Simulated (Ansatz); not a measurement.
Single point in Ansatz 0.2.0 with PBE, spin-orbit coupling. Cutoff 420 eV, PAW datasets, 5×6×2 Γ-centred k mesh, fermi-dirac filling (width 0.1 eV).

Computed maps in the lattice plane spanned by a (left to right, 4.55 Å, 14 points from zero) and c (bottom to top, 11.20 Å, 26 points from zero), 90° apart, at height 0.250 along b. The fields are smooth PAW ones with compensation charges, not the true ones near nuclei.

Valence density. Digits on a logarithmic scale: 0 up to 0.03 e/Å³, each further digit a factor of 1.6, 9 from 1.3 e/Å³ up:
```
67765321001245
99997431111357
99998532112358
99997532112358
78875321111245
66543211011345
77653210013467
88864211124688
07874211235787
88864211235688
87653211223567
55432222222344
22234444321112
12356776542100
13479999753111
23589999853211
23579999853211
12357887542111
11234566543110
01235677764310
11246888886421
11247870787532
11246888886532
11235678765322
22223455443222
44443222211123
```

The cell is SnS. Which atoms lie within 0.2 Å of this plane, and where (fractions of a and c)?

Sn at (0.11, 0.88), Sn at (0.39, 0.38), S at (0.50, 0.15), S at (1.00, 0.65). The whole cell:
```yaml
crystal:
  lattice:
    - [4.54657, 0.00000, 0.00000]
    - [0.00000, 3.96527, 0.00000]
    - [0.00000, 0.00000, 11.20033]
  atoms:
    - { symbol: Sn, position: [0.10600, 0.25000, 0.87900] }
    - { symbol: Sn, position: [0.39400, 0.25000, 0.37900] }
    - { symbol: Sn, position: [0.60600, 0.75000, 0.62100] }
    - { symbol: Sn, position: [0.89400, 0.75000, 0.12100] }
    - { symbol: S, position: [0.50300, 0.25000, 0.14800] }
    - { symbol: S, position: [0.99700, 0.25000, 0.64800] }
    - { symbol: S, position: [0.00300, 0.75000, 0.35200] }
    - { symbol: S, position: [0.49700, 0.75000, 0.85200] }
```

The state carries no moments; the state need not be the lowest.

Origin: a known structure type with other elements, at an estimated volume, so it need not be a known compound.
